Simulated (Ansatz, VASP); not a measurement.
# Sb in VASP and in Ansatz

```
Sb
1.0
     4.02119    0.00000    0.00000
    -2.01060    3.48245    0.00000
     0.00000    0.00000   20.53000
Sb
2
Direct
  0.33333 0.66667 0.55171
  0.66667 0.33333 0.63352
```

Alike in both runs: task single point; functional PBE; dispersion D3(BJ); k mesh 12 × 12 × 1; occupations gaussian, width 0.04 eV; no spin polarisation.

|  | VASP | Ansatz |
| --- | --- | --- |
| version | VASP 6.6.1 | Ansatz 0.2.0 |
| potentials or method | VASP PAW PBE potentials, release 64 (Sb) | scalar-relativistic, plane waves, PAW |
| plane-wave cutoff (eV) | 520 | 420 |
| valence electrons in the cell | 10 | 30 |

|  | VASP | Ansatz | Ansatz less VASP |
| --- | --- | --- | --- |
| gap on the k mesh at the Fermi level (eV) | 1.01 | 1.00 | -0.009 |
| least direct gap on the mesh (eV) | 1.69 | 1.71 | +0.026 |
| rms of the force components (eV/Å) | 0.014 | 0.063 | +0.0487 |

Atom by atom the forces differ by 0.049 eV/Å (rms over components). The functional is the same, so the differences come from potentials, cutoffs and numerics. The two sets of potentials don't hold the same shells in valence.

Caveats: spin-orbit coupling is left out, which moves the levels of the heavy elements.
